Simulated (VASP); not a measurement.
Input of a VASP 6.6.1 run:

File POSCAR:

```
SnO
1.0
    3.8125868811      0.0000000000      0.0000000000
    0.0000000000      3.8125868811      0.0000000000
    0.0000000000      0.0000000000      4.9000254146
  Sn              O
     2     2
Direct
     0.5000000000000000    0.0000000000000000    0.2350104960808679
     0.0000000000000000    0.5000000000000000    0.7649895039191321
     0.0000000000000000    0.0000000000000000    0.0000000000000000
     0.5000000000000000    0.5000000000000000    0.0000000000000000
```

Contents of INCAR.step1:

```
PREC = Accurate
ENCUT = 600
EDIFF = 1E-8
ISMEAR = 0
SIGMA = 0.03
LREAL = F
LASPH = T
NELM = 80
ALGO = Normal
ISIF = 3
LWAVE = F
LCHARG = F
METAGGA = R2SCAN
LMIXTAU = T
KPAR = 2
IBRION = 2
NSW = 40
EDIFFG = -0.002
```

The input INCAR.step2:

```
PREC = Accurate
ENCUT = 600
EDIFF = 1E-8
ISMEAR = 0
SIGMA = 0.03
LREAL = F
LASPH = T
NELM = 80
ALGO = Normal
ISIF = 2
LWAVE = F
LCHARG = F
METAGGA = R2SCAN
LMIXTAU = T
KPAR = 2
IBRION = 6
NFREE = 2
POTIM = 0.015
NSW = 1
```

KPOINTS

```
regular mesh
0
Gamma
  8 8 6
```

Potentials or basis: VASP PAW PBE potentials, release 64 (Sn_d, O).

The run is started by

```console
$ cat potpaw_PBE.64/Sn_d/POTCAR potpaw_PBE.64/O/POTCAR > POTCAR
$ cp INCAR.step1 INCAR
$ mpirun -np 2 vasp_std > vasp.out
$ cp CONTCAR POSCAR
$ cp INCAR.step2 INCAR
$ mpirun -np 2 vasp_std > vasp.out
```

(1) Predict the highest phonon frequency at Γ, LO-TO splitting left out.

Results:

(1) 469 cm⁻¹.
